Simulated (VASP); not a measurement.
# CdTe (F-43m) in VASP: notebook

The runs below take CdTe through Berry-phase polarisation, single point, equation of state, with PBE+MBD, TB-mBJ, r2SCAN.

Everything below comes from runs of VASP 6.6.1. Logs are shortened: lines on timing, memory, paths and dates and some standing lists are left out, and cuts for length are marked.

**Experimental background.**

From a printed reference work, data compilation, for a bulk crystal of CdTe at 0 K: band gap 1.607 eV.

How close the calculation comes is told below.

## (1) The crystal as given

Symmetry: F-43m, No. 216, cubic system. The conventional cell has a = 6.410 Å, b = 6.410 Å, c = 6.410 Å, α = 90.00°, β = 90.00°, γ = 90.00°. Around Te (site symmetry -43m) lie 4 Cd at 2.78 Å. Around Cd (site symmetry -43m) lie 4 Te at 2.78 Å.

## (2) Berry-phase polarisation, PBE+MBD

INCAR reads:

```
SYSTEM = CdTe
PREC = Accurate ; ENCUT = 520
EDIFF = 1E-6 ; ISMEAR = 0
SIGMA = 0.05 ; LREAL = .FALSE.
LASPH = .TRUE. ; NELM = 80
ALGO = Fast ; ISIF = 2
LWAVE = .FALSE. ; LCHARG = .FALSE.
GGA = PE ; IVDW = 202
LCALCPOL = .TRUE.
```

CdTe.cif reads:

```cif
data_CdTe
_cell_length_a 6.41000000
_cell_length_b 6.41000000
_cell_length_c 6.41000000
_cell_angle_alpha 90.00000000
_cell_angle_beta 90.00000000
_cell_angle_gamma 90.00000000
_space_group_name_H-M_alt 'F-43m'
_space_group_name_Hall 'F -4 2 3'
_space_group_IT_number 216
loop_
_space_group_symop_operation_xyz
'x,y,z'
'y,-x,-z'
'-x,-y,z'
'-y,x,-z'
'x,-y,-z'
'y,x,z'
'-x,y,-z'
'-y,-x,z'
'z,x,y'
'-z,y,-x'
'z,-x,-y'
'-z,-y,x'
'-z,x,-y'
'z,y,x'
'-z,-x,y'
'z,-y,-x'
'y,z,x'
'-x,-z,y'
'-y,z,-x'
'x,-z,-y'
'-y,-z,x'
'x,z,y'
'y,-z,-x'
'-x,z,-y'
'x,y+1/2,z+1/2'
'y,-x+1/2,-z+1/2'
'-x,-y+1/2,z+1/2'
'-y,x+1/2,-z+1/2'
'x,-y+1/2,-z+1/2'
'y,x+1/2,z+1/2'
'-x,y+1/2,-z+1/2'
'-y,-x+1/2,z+1/2'
'z,x+1/2,y+1/2'
'-z,y+1/2,-x+1/2'
'z,-x+1/2,-y+1/2'
'-z,-y+1/2,x+1/2'
'-z,x+1/2,-y+1/2'
'z,y+1/2,x+1/2'
'-z,-x+1/2,y+1/2'
'z,-y+1/2,-x+1/2'
'y,z+1/2,x+1/2'
'-x,-z+1/2,y+1/2'
'-y,z+1/2,-x+1/2'
'x,-z+1/2,-y+1/2'
'-y,-z+1/2,x+1/2'
'x,z+1/2,y+1/2'
'y,-z+1/2,-x+1/2'
'-x,z+1/2,-y+1/2'
'x+1/2,y,z+1/2'
'y+1/2,-x,-z+1/2'
'-x+1/2,-y,z+1/2'
'-y+1/2,x,-z+1/2'
'x+1/2,-y,-z+1/2'
'y+1/2,x,z+1/2'
'-x+1/2,y,-z+1/2'
'-y+1/2,-x,z+1/2'
'z+1/2,x,y+1/2'
'-z+1/2,y,-x+1/2'
'z+1/2,-x,-y+1/2'
'-z+1/2,-y,x+1/2'
'-z+1/2,x,-y+1/2'
'z+1/2,y,x+1/2'
'-z+1/2,-x,y+1/2'
'z+1/2,-y,-x+1/2'
'y+1/2,z,x+1/2'
'-x+1/2,-z,y+1/2'
'-y+1/2,z,-x+1/2'
'x+1/2,-z,-y+1/2'
'-y+1/2,-z,x+1/2'
'x+1/2,z,y+1/2'
'y+1/2,-z,-x+1/2'
'-x+1/2,z,-y+1/2'
'x+1/2,y+1/2,z'
'y+1/2,-x+1/2,-z'
'-x+1/2,-y+1/2,z'
'-y+1/2,x+1/2,-z'
'x+1/2,-y+1/2,-z'
'y+1/2,x+1/2,z'
'-x+1/2,y+1/2,-z'
'-y+1/2,-x+1/2,z'
'z+1/2,x+1/2,y'
'-z+1/2,y+1/2,-x'
'z+1/2,-x+1/2,-y'
'-z+1/2,-y+1/2,x'
'-z+1/2,x+1/2,-y'
'z+1/2,y+1/2,x'
'-z+1/2,-x+1/2,y'
'z+1/2,-y+1/2,-x'
'y+1/2,z+1/2,x'
'-x+1/2,-z+1/2,y'
'-y+1/2,z+1/2,-x'
'x+1/2,-z+1/2,-y'
'-y+1/2,-z+1/2,x'
'x+1/2,z+1/2,y'
'y+1/2,-z+1/2,-x'
'-x+1/2,z+1/2,-y'
loop_
_atom_site_label
_atom_site_type_symbol
_atom_site_symmetry_multiplicity
_atom_site_Wyckoff_symbol
_atom_site_fract_x
_atom_site_fract_y
_atom_site_fract_z
_atom_site_occupancy
Te1 Te 4 c 0.2500000000 0.2500000000 0.2500000000 1
Cd1 Cd 4 a 0.0000000000 0.0000000000 0.0000000000 1
```

KPOINTS reads:

```
Automatic mesh
0
G
  4 4 4
  0 0 0
```

POSCAR reads:

```
Te Cd
 1.0000000000000000
     6.4100000000000001    0.0000000000000000    0.0000000000000000
     0.0000000000000000    6.4100000000000001    0.0000000000000000
     0.0000000000000000    0.0000000000000000    6.4100000000000001
 Te  Cd 
   4   4
Cartesian
  1.6025000000000000  1.6025000000000000  1.6025000000000000
  1.6025000000000000  4.8075000000000001  4.8075000000000001
  4.8075000000000001  4.8075000000000001  1.6025000000000000
  4.8075000000000001  1.6025000000000000  4.8075000000000001
  0.0000000000000000  0.0000000000000000  0.0000000000000000
  0.0000000000000000  3.2050000000000001  3.2050000000000001
  3.2050000000000001  0.0000000000000000  3.2050000000000001
  3.2050000000000001  3.2050000000000001  0.0000000000000000
```

Potentials or basis: VASP PAW PBE potentials, release 64 (Te, Cd).

Started as:

```console
ase convert -i cif -o vasp CdTe.cif POSCAR
cat potpaw_PBE.64/Te/POTCAR potpaw_PBE.64/Cd/POTCAR > POTCAR
mpirun -np 1 vasp_std > vasp.out
```

OUTCAR:

```text
SYSTEM = CdTe
   PREC = Accurate
   ENCUT = 520
   EDIFF = 1E-6
   ISMEAR = 0
   LREAL = .FALSE.
   LASPH = .TRUE.
   NELM = 80
   ISIF = 2
   GGA = PE
   IVDW = 202
  IVDW = 202

 ion  position               nearest neighbor table
   1  0.250  0.250  0.250-   5 2.78   6 2.78   7 2.78   8 2.78
   2  0.250  0.750  0.750-   5 2.78   6 2.78   7 2.78   8 2.78
   3  0.750  0.750  0.250-   5 2.78   6 2.78   7 2.78   8 2.78
   4  0.750  0.250  0.750-   5 2.78   6 2.78   7 2.78   8 2.78
   5  0.000  0.000  0.000-   1 2.78   2 2.78   3 2.78   4 2.78
   6  0.000  0.500  0.500-   1 2.78   2 2.78   3 2.78   4 2.78
   7  0.500  0.000  0.500-   1 2.78   2 2.78   3 2.78   4 2.78
   8  0.500  0.500  0.000-   1 2.78   2 2.78   3 2.78   4 2.78

  LATTYP: Found a simple cubic cell.
 ALAT       =     6.4100000000

  Lattice vectors:

 A1 = (   6.4100000000,   0.0000000000,   0.0000000000)
 A2 = (   0.0000000000,   6.4100000000,   0.0000000000)
 A3 = (   0.0000000000,   0.0000000000,   6.4100000000)

Analysis of symmetry for initial positions (statically):
=====================================================================
 Subroutine PRICEL returns following result:

  LATTYP: Found a face centered cubic cell.
 ALAT       =     6.4100000000

  Lattice vectors:

 A1 = (   3.2050000000,  -3.2050000000,   0.0000000000)
 A2 = (   3.2050000000,   0.0000000000,   3.2050000000)
 A3 = (   0.0000000000,  -3.2050000000,   3.2050000000)

   4 primitive cells build up your supercell.

 Routine SETGRP: Setting up the symmetry group for a
 simple cubic supercell.

 Subroutine GETGRP returns: Found 24 space group operations
 (whereof 24 operations were pure point group operations)
 out of a pool of 48 trial point group operations.

The static configuration has the point symmetry T_d .

Analysis of symmetry for dynamics (positions and initial velocities):
=====================================================================
 Subroutine PRICEL returns following result:

  LATTYP: Found a face centered cubic cell.
 ALAT       =     6.4100000000

  Lattice vectors:

 A1 = (   3.2050000000,  -3.2050000000,   0.0000000000)
 A2 = (   3.2050000000,   0.0000000000,   3.2050000000)
 A3 = (   0.0000000000,  -3.2050000000,   3.2050000000)

   4 primitive cells build up your supercell.

 Routine SETGRP: Setting up the symmetry group for a
 simple cubic supercell.

 Subroutine GETGRP returns: Found 24 space group operations
 (whereof 24 operations were pure point group operations)
 out of a pool of 48 trial point group operations.

The dynamic configuration has the point symmetry T_d .

 Subroutine INISYM returns: Found 24 space group operations
 (whereof 24 operations are pure point group operations),
 and found     4 'primitive' translations

----------------------------------------------------------------------------------------

                                     Primitive cell

  volume of cell :      65.8437

  direct lattice vectors                    reciprocal lattice vectors
     3.205000000 -3.205000000  0.000000000     0.156006240 -0.156006240 -0.156006240
     3.205000000  0.000000000  3.205000000     0.156006240  0.156006240  0.156006240
     0.000000000 -3.205000000  3.205000000    -0.156006240 -0.156006240  0.156006240

  length of vectors
     4.532554467  4.532554467  4.532554467     0.270210734  0.270210734  0.270210734

  position of ions in fractional coordinates (direct lattice)
[... 44 lines left out ...]
  0.500000  0.500000  0.250000      6.000000
  0.500000  0.500000  0.500000      1.000000
   k-points           NKPTS =     10   k-points in BZ     NKDIM =     10   number of bands    NBANDS=     43
   number of dos      NEDOS =    301   number of ions     NIONS =      8
   total plane-waves  NPLWV = 110592
   dimension x,y,z NGX =    48 NGY =   48 NGZ =   48
   dimension x,y,z NGXF=    96 NGYF=   96 NGZF=   96
   ions per type =               4   4
   NGX,Y,Z   is equivalent  to a cutoff of  12.45, 12.45, 12.45 a.u.
   NGXF,Y,Z  is equivalent  to a cutoff of  24.90, 24.90, 24.90 a.u.
 SYSTEM =  CdTe
   PREC   = accura    normal or accurate (medium, high low for compatibility)
   ISTART =      0    job   : 0-new  1-cont  2-samecut
   ICHARG =      2    charge: 1-file 2-atom 10-const
   ISPIN  =      1    spin polarized calculation?
   LNONCOLLINEAR =      F non collinear calculations
   LSORBIT =      F    spin-orbit coupling
   LASPH  =      T    aspherical Exc in radial PAW
   ENCUT  =  520.0 eV  38.22 Ry    6.18 a.u.  11.92 11.92 11.92*2*pi/ulx,y,z
   NELM   =     80;   NELMIN=  2; NELMDL= -5     # of ELM steps
   EDIFF  = 0.1E-05   stopping-criterion for ELM
   LREAL  =      F    real-space projection
   EDIFFG = 0.1E-04   stopping-criterion for IOM
   NSW    =      0    number of steps for IOM
   IBRION =     -1    ionic relax: 0-MD 1-quasi-New 2-CG
   NFREE  =      0    steps in history (QN), initial steepest desc. (CG)
   ISIF   =      2    stress and relaxation
   ISYM   =      2    0-nonsym 1-usesym 2-fastsym
   POTIM  = 0.5000    time-step for ionic-motion
   TEBEG  =    0.0;   TEEND  =   0.0 temperature during run
   PSTRESS=    0.0 pullay stress
   NELECT =      72.0000    total number of electrons
   NUPDOWN=      -1.0000    fix difference up-down
   EMIN   =  10.00;   EMAX   =-10.00  energy-range for DOS
   EFERMI =   0.00;   METHOD = LEGACY
   ISMEAR =     0;   SIGMA  =   0.05  broadening in eV -4-tet -1-fermi 0-gaus
   EFERMI_NEDOS =   21; number of points for ismear=-14 and -15
   IALGO  =     68    algorithm
   IMIX   =      4    mixing-type and parameters
     AMIX     =   0.40;   BMIX     =  1.00
     AMIX_MAG =   1.60;   BMIX_MAG =  1.00
  volume/ion in A,a.u.               =      32.92       222.17
  Fermi-wavevector in a.u.,A,eV,Ry     =   1.062497  2.007828 15.359610  1.128899
  Thomas-Fermi vector in A             =   2.197950
   LORBIT       =      0    0 simple, 1 ext, 2 COOP (PROOUT), +10 PAW based schemes
   GGA     = PE    functional components
   LHFCALC =     F    Hartree Fock is set to
   AEXX    =    0.0000 exact exchange contribution
   IVDW    =   202    specifies the selected vdW correction
   LEPSILON=     F    determine dielectric tensor
   LRPA    =     F    only Hartree local field effects (RPA)
   LRPA       =     F
 non-spin polarized calculation
 RMM-DIIS sequential band-by-band and
 Gauss-broadening in eV      SIGMA  =   0.05
  energy-cutoff  :      520.00
  volume of cell :      263.37
 maximum number of plane-waves:      7123
 NGX is ok and might be reduce to    48
   NGX = 23   NGY = 23   NGZ = 23

 number of electron      71.9999993 magnetization

 Free energy of the ion-electron system (eV)
  ---------------------------------------------------
  ext. energy  EPLUGINS =         0.00000000
  ---------------------------------------------------
  free energy    TOTEN  =       -18.90527847 eV

  energy without entropy =      -18.90527847  energy(sigma->0) =      -18.90527847

 E-fermi :   2.8736     XC(G=0):  -8.7318

 val. band max:        2.6549177929   @ k =   0.0000   0.0000   0.0000
 cond. band min:       3.5281794515   @ k =   0.0000   0.0000   0.0000
 fundamental gap:      0.8732616585
 Fermi energy:         2.8735827205

 k-point     1 :       0.0000    0.0000    0.0000
  band No.  band energies     occupation
      1      -8.7136      2.00000
      2      -8.1559      2.00000
      3      -8.1559      2.00000
      4      -8.1559      2.00000
      5      -5.7525      2.00000
      6      -5.7525      2.00000
[... 449 lines left out ...]
     42       7.8274      0.00000
     43       7.8274      0.00000

------------------------ aborting loop because EDIFF is reached ----------------------------------------

            Ionic dipole moment: p[ion]=(   -76.92000   -76.92000   -76.92000 ) |e| Angst

 Total electronic dipole moment: p[elc]=(    -0.00000    -0.00000     0.00000 ) |e| Angst

  Hirshfeld charges:
            ion         q(e)
   ------------------------------
      1     Te      -0.18577590
      2     Te      -0.18577590
      3     Te      -0.18577590
      4     Te      -0.18577590
      5     Cd       0.18577590
      6     Cd       0.18577590
      7     Cd       0.18577590
      8     Cd       0.18577590

  Tkatchenko/Scheffler method for vdW energy calculation

  Edisp (eV):   -1.98549

  FORCE on cell =-STRESS in cart. coord.  units (eV):
  Direction    XX          YY          ZZ          XY          YZ          ZX
  --------------------------------------------------------------------------------------
  -------------------------------------------------------------------------------------
  Total       5.19058     5.19058     5.19058     0.00000     0.00000     0.00000
  in kB      31.57568    31.57568    31.57568     0.00000     0.00000     0.00000
  external pressure =       31.58 kB  Pullay stress =        0.00 kB

 VOLUME and BASIS-vectors are now :
 -----------------------------------------------------------------------------
  energy-cutoff  :      520.00
  volume of cell :      263.37
      direct lattice vectors                 reciprocal lattice vectors
     6.410000000  0.000000000  0.000000000     0.156006240  0.000000000  0.000000000
     0.000000000  6.410000000  0.000000000     0.000000000  0.156006240  0.000000000
     0.000000000  0.000000000  6.410000000     0.000000000  0.000000000  0.156006240

 POSITION                                       TOTAL-FORCE (eV/Angst)
 -----------------------------------------------------------------------------------
      1.60250      1.60250      1.60250         0.000000     -0.000000     -0.000000
      1.60250      4.80750      4.80750        -0.000000     -0.000000     -0.000000
      4.80750      4.80750      1.60250        -0.000000     -0.000000     -0.000000
      4.80750      1.60250      4.80750         0.000000      0.000000      0.000000
      0.00000      0.00000      0.00000         0.000000      0.000000      0.000000
      0.00000      3.20500      3.20500         0.000000      0.000000      0.000000
      3.20500      0.00000      3.20500        -0.000000     -0.000000      0.000000
      3.20500      3.20500      0.00000        -0.000000      0.000000      0.000000
 -----------------------------------------------------------------------------------
    total drift:                                0.000000     -0.000000     -0.000000

  FREE ENERGIE OF THE ION-ELECTRON SYSTEM (eV)
  ---------------------------------------------------
  free  energy   TOTEN  =       -20.8907673917 eV

  energy  without entropy=      -20.8907673917  energy(sigma->0) =      -20.89076739
```

Run time: 2.2 min. Hardware: 1 thread of AMD EPYC 9R45 (Zen 5), shared host; peak memory 0.35 GiB.

What came out:

| Quantity | Value |
| --- | --- |
| Hirshfeld charges | Te -0.19; Cd +0.19 e |
| Dispersion energy per atom | -0.248 eV |

Dipole moments of the cell (e·Å, modulo the quantum): ionic -76.920, -76.920, -76.920; electronic 0.000, 0.000, 0.000

The run has no spin-orbit coupling, so splittings on Te are missing.

(Part 1 of 2 ends here.)
